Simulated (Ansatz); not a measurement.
ZnSe (Stilleite):

```
Se Zn
1.0
     0.00000    2.83380    2.83380
     2.83380    0.00000    2.83380
     2.83380    2.83380    0.00000
Se Zn
1 1
Direct
  0.75000 0.75000 0.75000
  0.00000 0.00000 0.00000
```

Base run:

```yaml
Program: Ansatz 0.2.0
Functional: PBE
Potentials_or_basis: all-electron LAPW, scalar-relativistic
Cutoff: 311 eV (chosen from the basis error)
Basis_error_allowed: 0.001 eV/atom
k_mesh: 8 × 8 × 8
Occupations: gaussian, width 0.019 eV
Spin: no spin polarisation
```

Its results: band gap on the k mesh 1.29 eV, direct; pressure 2.1 GPa.

Problem. The run is repeated on the same cell with these changes: functional from PBE to BLYP; occupations from gaussian, width 0.019 eV to fermi-dirac, width 0.05 eV. What comes out?

Solution. Band gap on the k mesh 1.23 eV, direct; pressure 5.5 GPa.
